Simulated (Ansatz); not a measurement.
# ZnS: the cost of one run

Method: DFT r2SCAN, scalar-relativistic, plane waves, PAW, in Ansatz 0.2.0.

1 further run of the same task is left out (set aside as unsound or not needed).

### Step 1. The structure to begin with

It takes space group F-43m (No. 216, cubic). Conventional cell: a = 6.573 Å, b = 6.573 Å, c = 6.573 Å, α = 90.00°, β = 90.00°, γ = 90.00°. Around Hg (site symmetry -43m) lie 4 Te at 2.85 Å. Te (site symmetry -43m) has 4 Hg at 2.85 Å as nearest neighbours.

Structure file:

```cif
data_structure
_symmetry_space_group_name_H-M 'F-43m'
_symmetry_Int_Tables_number 216
_cell_length_a 6.5728
_cell_length_b 6.5728
_cell_length_c 6.5728
_cell_angle_alpha 90.000
_cell_angle_beta 90.000
_cell_angle_gamma 90.000
_cell_volume 283.96
loop_
_atom_site_label
_atom_site_type_symbol
_atom_site_symmetry_multiplicity
_atom_site_Wyckoff_symbol
_atom_site_fract_x
_atom_site_fract_y
_atom_site_fract_z
_atom_site_occupancy
Hg1 Hg 4 a 0.00000 0.00000 0.00000 1
Te1 Te 4 d 0.25000 0.25000 0.75000 1
```

It goes back to an entry of the Materials Project.

It is the result of an earlier relaxation at this level (volume 35.49 Å³/atom; gap on the mesh: none (metal)).

### Step 2. Hg → Zn, Te → S: the starting cell

ZnS starts from the relaxed positions of HgTe, with all lengths scaled by 0.891, a guess from tabulated radii.

### Step 3. Probe: one point at the start (ZnS)

input.yaml

```yaml
crystal:
  lattice:
    - [0.0, 2.9280965092, 2.9280965092]
    - [2.9280965092, 0.0, 2.9280965092]
    - [2.9280965092, 2.9280965092, 0.0]
  atoms:
    - { symbol: Zn, position: [0.0, 0.0, 0.0] }
    - { symbol: S, position: [0.25, 0.25, 0.25] }
basis:
  ecutwfc: 500
kpoints:
  mp_grid: { grid: [6, 6, 6] }
hamiltonian:
  xc: r2scan
scf:
  occupations: { method: gaussian, width: 0.1 }
output:
  forces: true
  stress: true
  eigenvalues: true
```

Started as:

```sh
ansatz run input.yaml --threads 1 --pin off --max-ram 2560MiB --backend cpu --events-out ev --progress --plain --runs-dir out
```

Q: Estimate wall time and peak memory on 1 thread of Intel Xeon at 2.50GHz (Skylake/Cascade Lake), shared host.

About 7.2 s, with a peak of 0.46 GiB.
